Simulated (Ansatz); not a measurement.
**What a change of settings does to a run on Hg**

The structure comes from a relaxation in the same program, started in the sc type. Whether it is a known phase or the ground state wasn't checked. The listed cell was then made from it by scaling, straining or moving an atom.

First run: DFT, PBE, all-electron LAPW, scalar-relativistic (Ansatz 0.2.0).

Command: `ansatz run input.yaml --threads 1 --pin off --max-ram 2048MiB --backend cpu --events-out ev --progress --plain --runs-dir out` The run took 9 s on 1 thread of Intel(R) Xeon(R) Platinum 8488C (Sapphire Rapids), on a shared host.

```yaml
crystal:
  lattice:
    - [3.0623543439, 0.0, 0.0]
    - [0.0, 3.0623543439, 0.0]
    - [0.0, 0.0, 3.0623543439]
  atoms:
    - { symbol: Hg, position: [0.0, 0.0, 0.0] }
kpoints:
  mp_grid: { grid: [12, 12, 12] }
scf:
  occupations: { method: fermi_dirac, width: 0.05 }
hamiltonian:
  xc: pbe
  pseudopotentials: { kind: all_electron, lapw: { basis_error: 0.00025 } }
output:
  forces: true
  stress: true
  eigenvalues: true
```

Result: converged; pressure 0.51 GPa; no gap on the k mesh; 6 SCF iterations.

No spin–orbit coupling, which matters for the heavy atoms here.

A second input differs as follows:

```diff
@@ -9,5 +9,7 @@
   mp_grid: { grid: [12, 12, 12] }
 scf:
-  occupations: { method: fermi_dirac, width: 0.05 }
+  occupations: { method: fermi_dirac, width: 0.3 }
+  n_extra_bands: 0
+  max_iter: 75
 hamiltonian:
   xc: pbe
```

Task: What is wrong with it, and what does the program do?

Result: The fault is too few bands. The run refused before any iteration. The log ends:
```
Error: inconsistent input (scf.n_extra_bands, scf.occupations.method): n_bands = 22 leaves no empty band above the 22 bands per channel that the deck's 44 electrons occupy, and the occupations search for the Fermi level (a smearing at a finite width, or tetrahedra): a level found among occupied bands alone can fill a metal as an insulator; raise scf.n_extra_bands until at least 23 bands are solved (omitted, it auto-derives to 28) (see scf.n_extra_bands in the input reference)
```
